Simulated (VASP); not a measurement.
# Cr (Cmcm) in VASP: a series of runs, part 2 of 2

VASP 6.6.1. Earlier steps stand in the parts before.

**3. Single point, PBEsol**

This run uses another cell than the first one, of 11.41 Å³/atom, 0.992 times its volume.

File INCAR:

```
SYSTEM = Cr
PREC = Accurate ; ENCUT = 520
EDIFF = 1E-7 ; ISMEAR = 0
SIGMA = 0.1 ; LREAL = .False.
LASPH = .True. ; NELM = 100
ALGO = Fast ; ISIF = 2
LWAVE = .False. ; LCHARG = .False.
GGA = PS ; NBANDS = 19
```

File KPOINTS:

```
regular mesh
0
Gamma
  20 20 10
  0 0 0
```

File POSCAR:

```
Cr
1.0
    1.1345795718     -2.4034298886      0.0000000000
    1.1345795718      2.4034298886      0.0000000000
    0.0000000000      0.0000000000      4.1839931269
Cr
2
Direct
    0.1401945956      0.8598054044      0.7500000000
    0.8598054044      0.1401945956      0.2500000000
```

Potentials or basis: VASP PAW PBE potentials, release 64 (Cr_pv).

Launch:

```console
$ cat potpaw_PBE.64/Cr_pv/POTCAR > POTCAR
$ mpirun -np 1 vasp_std > vasp.out
```

OUTCAR:

```text
SYSTEM = Cr
   PREC = Accurate
   ENCUT = 520
   EDIFF = 1E-7
   ISMEAR = 0
   LREAL = .False.
   LASPH = .True.
   NELM = 100
   ISIF = 2
   GGA = PS

 ion  position               nearest neighbor table
   1  0.140  0.860  0.750-   2 2.49   2 2.49   2 2.60   2 2.60   2 2.60   2 2.60
   2  0.860  0.140  0.250-   1 2.49   1 2.49   1 2.60   1 2.60   1 2.60   1 2.60

  LATTYP: Found a base centered orthorhombic cell.
 ALAT       =     2.2691591436
 B/A-ratio  =     2.1183440530
 C/A-ratio  =     1.8438517804

  Lattice vectors:

 A1 = (   1.1345795718,  -2.4034298886,   0.0000000000)
 A2 = (   1.1345795718,   2.4034298886,   0.0000000000)
 A3 = (   0.0000000000,   0.0000000000,   4.1839931269)

Analysis of symmetry for initial positions (statically):
=====================================================================
 Subroutine PRICEL returns:
 Original cell was already a primitive cell.

 Routine SETGRP: Setting up the symmetry group for a
 base centered orthorhombic supercell.

 Subroutine GETGRP returns: Found  8 space group operations
 (whereof  4 operations were pure point group operations)
 out of a pool of  8 trial point group operations.

The static configuration has the point symmetry C_2h.
 The point group associated with its full space group is D_2h.

Analysis of symmetry for dynamics (positions and initial velocities):
=====================================================================
 Subroutine PRICEL returns:
 Original cell was already a primitive cell.

 Routine SETGRP: Setting up the symmetry group for a
 base centered orthorhombic supercell.

 Subroutine GETGRP returns: Found  8 space group operations
 (whereof  4 operations were pure point group operations)
 out of a pool of  8 trial point group operations.

The dynamic configuration has the point symmetry C_2h.
 The point group associated with its full space group is D_2h.

 Subroutine INISYM returns: Found  8 space group operations
 (whereof  4 operations are pure point group operations),
 and found     1 'primitive' translations
[... 113 lines left out ...]
   IMIX   =      4    mixing-type and parameters
     AMIX     =   0.40;   BMIX     =  1.00
     AMIX_MAG =   1.60;   BMIX_MAG =  1.00
  volume/ion in A,a.u.               =      11.41        76.99
  Fermi-wavevector in a.u.,A,eV,Ry     =   1.664879  3.146166 37.712948  2.771824
  Thomas-Fermi vector in A             =   2.751347
   LORBIT       =      0    0 simple, 1 ext, 2 COOP (PROOUT), +10 PAW based schemes
   GGA     = PS    functional components
   LHFCALC =     F    Hartree Fock is set to
   AEXX    =    0.0000 exact exchange contribution
   IVDW    =     0    specifies the selected vdW correction
   LEPSILON=     F    determine dielectric tensor
   LRPA    =     F    only Hartree local field effects (RPA)
 non-spin polarized calculation
 RMM-DIIS sequential band-by-band and
 Gauss-broadening in eV      SIGMA  =   0.10
  energy-cutoff  :      520.00
  volume of cell :       22.82
 maximum number of plane-waves:       628
   NGX =  9   NGY =  9   NGZ = 15

 number of electron      24.0000012 magnetization

 Free energy of the ion-electron system (eV)
  ---------------------------------------------------
  ext. energy  EPLUGINS =         0.00000000
  ---------------------------------------------------
  free energy    TOTEN  =       -19.83845277 eV

  energy without entropy =      -19.82290386  energy(sigma->0) =      -19.83067831

 E-fermi :  10.9428     XC(G=0): -13.8794

 val. band max:       10.9422817225   @ k =   0.2000   0.1000   0.2000
 cond. band min:      10.9433374262   @ k =   0.5000   0.1500   0.4000
 fundamental gap:      0.0010557037
 Fermi energy:        10.9427975418

 k-point     1 :       0.0000    0.0000    0.0000
  band No.  band energies     occupation
      1     -32.3454      2.00000
      2     -31.7321      2.00000
      3     -31.5447      2.00000
      4     -31.4654      2.00000
      5     -31.2757      2.00000
      6     -31.2390      2.00000
[... 505 lines left out ...]
      6     -31.5060      2.00000
[... 11 lines left out ...]
     18      19.4122      0.00000
     19      20.5310      0.00000

 [... further k-points ...]

------------------------ aborting loop because EDIFF is reached ----------------------------------------

  FORCE on cell =-STRESS in cart. coord.  units (eV):
  Direction    XX          YY          ZZ          XY          YZ          ZX
  --------------------------------------------------------------------------------------
  -------------------------------------------------------------------------------------
  Total       -0.0738433     -0.0659830     -0.0777782      0.0000000      0.0000000      0.0000000
  in kB       -5.1848272     -4.6329271     -5.4611117      0.0000000      0.0000000      0.0000000
  external PRESSURE =      -5.0929554 kB  Pullay stress =       0.0000000 kB

 VOLUME and BASIS-vectors are now :
 -----------------------------------------------------------------------------
  energy-cutoff  :      520.00
  volume of cell :       22.82
      direct lattice vectors                 reciprocal lattice vectors
     1.134579572 -2.403429889  0.000000000     0.440691876 -0.208036025  0.000000000
     1.134579572  2.403429889  0.000000000     0.440691876  0.208036025  0.000000000
     0.000000000  0.000000000  4.183993127     0.000000000  0.000000000  0.239006129

 POSITION                                       TOTAL-FORCE (eV/Angst)
 -----------------------------------------------------------------------------------
      1.13458      1.72953      3.13799         0.000000      0.002315      0.000000
      1.13458     -1.72953      1.04600         0.000000     -0.002315     -0.000000
 -----------------------------------------------------------------------------------
    total drift:                                0.000000      0.000000     -0.000000

  FREE ENERGIE OF THE ION-ELECTRON SYSTEM (eV)
  ---------------------------------------------------
  free  energy   TOTEN  =       -19.8384527654 eV

  energy  without entropy=      -19.8229038591  energy(sigma->0) =      -19.83067831
```

Run time: 3.8 min. Hardware: 1 thread of AMD EPYC 9R14 (Zen 4), shared host; peak memory 0.3 GiB.

Results:

* Free energy: -19.8385 eV
* Pressure: -0.5 GPa
* Band gap on the k mesh: none (metal or under the smearing width)

Forces in eV/Å, atoms in the order of the input:
```
Cr   0.000  0.002  0.000
Cr   0.000 -0.002  0.000
```

Caveat: the PAW data sets were made with another functional, which shifts forces and pressure a little; the run has no spin polarisation, though such a crystal can be magnetic. Spin polarisation is off, so any magnetic state and its effect on volume and gap are missing.
